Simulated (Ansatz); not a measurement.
**SiC under pressure**

Theory: DFT PBE, scalar-relativistic, plane waves, PAW (Ansatz 0.2.0). Run with 420 eV cutoff, 12×12×6 k-mesh, Gaussian smearing of 0.02 eV, no spin polarisation.

The relaxed crystal:

```
Si C
1.0
     3.09194    0.00000    0.00000
    -1.54597    2.67770    0.00000
     0.00000    0.00000    5.07429
Si C
2 2
Direct
  0.33333 0.66667 0.49958
  0.66667 0.33333 0.99958
  0.33333 0.66667 0.87542
  0.66667 0.33333 0.37542
```

Cell and atoms are relaxed at each pressure within the symmetry of the start, at zero temperature, so transitions that lower the symmetry aren't seen. The k-mesh given is that at zero pressure and may differ at others. Gaps are Kohn–Sham gaps over the whole zone.

Problem. Give the structure at 1 GPa.

Solution.
```
Si C
1.0
     3.08704    0.00000    0.00000
    -1.54352    2.67346    0.00000
     0.00000    0.00000    5.06642
Si C
2 2
Cartesian
  0.0000 1.7823 2.5311
  1.5435 0.8912 5.0643
  0.0000 1.7823 4.4352
  1.5435 0.8912 1.9020
```
The structure is hexagonal, space group P6_3mc (No. 186). The conventional cell has a = 3.087 Å, b = 3.087 Å, c = 5.066 Å, α = 90.00°, β = 90.00°, γ = 120.00°. Around Si (site symmetry 3m) lie 4 C at 1.89 to 1.90 Å. Around C (site symmetry 3m) lie 4 Si at 1.89 to 1.90 Å.